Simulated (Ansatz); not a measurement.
Reaction (formal exchange of groups at a Ge–In bond): `[CH3][GeH]([F])[InH2]` + `CCOCC` → `CC[O][GeH]([CH3])[F]` + `C[CH2][InH2]`

Program: Ansatz. Geometries: PBE0-D4/def2-TZVP. ΔE: electronic, gas phase. CCSD(T)/CBS adds triple-zeta CCSD(T) − MP2 to the extrapolated MP2 energy (def2 sets, frozen cores). DFT in def2-TZVPP. B3LYP here is the variant with VWN-RPA as its local correlation; programs differ in this. Elements past krypton have def2 core potentials. For Ge, In outer-core shells are correlated without core-valence functions, which leaves a few kJ/mol of doubt a bond. Scalar relativity is left out up to krypton. Each species was taken in one conformer, which may not be the lowest.

```csv
level,ΔE (kJ/mol)
B3LYP-D4,-37.2
PBE0,-33.4
```

**Question.** What does CCSD(T)/CBS give? (Estimate.)

**Answer.** The calculation gave: -51.1 kJ/mol. The listed levels differ from it by 13.9, 17.7 kJ/mol.

Largest T1 diagnostic among the species: 0.013.

In def2-TZVPP, CCSD(T) changes the Hartree–Fock value by −11.0 kJ/mol (the triples alone add −1.7 kJ/mol) and MP2 by −20.0 kJ/mol.

CCSD(T)/CBS has its own doubt, a few kJ/mol and more with outer-core shells, so smaller differences from it don't rank the levels.
